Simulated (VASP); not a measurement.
VASP ran on this input.

**KPOINTS**
```
Regular mesh
0
gamma
  7 7 7
```

### POSCAR
```
NaBr
1.0
  0.0000000000   2.9850000000   2.9850000000
  2.9850000000   0.0000000000   2.9850000000
  2.9850000000   2.9850000000   0.0000000000
Na Br
1 1
Cartesian
  0.0000000000   0.0000000000   0.0000000000
  2.9850000000   2.9850000000   2.9850000000
```

INCAR:
```
SYSTEM=NaBr
PREC=Accurate; ENCUT=400; LREAL=.FALSE.
LASPH=.TRUE.
EDIFF=1E-6; NELM=100; ALGO=Normal
LMAXMIX=4
ISMEAR=0; SIGMA=0.01
GGA=PE
ISIF=2
LWAVE=.FALSE.; LCHARG=.FALSE.
```

POTCAR, in this order: Na_pv Br (PBE.64 set). Program: vasp_std.

Problem. Translate this PBE calculation to Ansatz.

Solution. One equivalent input (not run):
Ansatz 0.2 input:
```yaml
crystal:
  lattice:
    - [0.0000000, 2.9850000, 2.9850000]
    - [2.9850000, 0.0000000, 2.9850000]
    - [2.9850000, 2.9850000, 0.0000000]
  atoms:
    - { symbol: Na, position: [0.0000000, 0.0000000, 0.0000000] }
    - { symbol: Br, position: [0.5000000, 0.5000000, 0.5000000] }
kpoints:
  mp_grid: { grid: [7, 7, 7] }
hamiltonian:
  xc: pbe
  pseudopotentials: { kind: paw }
scf:
  occupations: { method: gaussian, width: 0.01 }
  max_iter: 100
output: { forces: true, stress: true, eigenvalues: true }
```
Limits of the translation: each code has its own PAW files, so the cut-off isn't converted (ENCUT is set for VASP's; basis.ecutwfc is left out, and Ansatz then takes the one that its files recommend); Ansatz stops its SCF on the density residual and VASP on the energy change (EDIFF).

The compound is NaBr in the rock salt structure. The cell was not relaxed at this level. The run is one of a series of settings (SIGMA = 0.01 against the base run), some of them coarse on purpose.
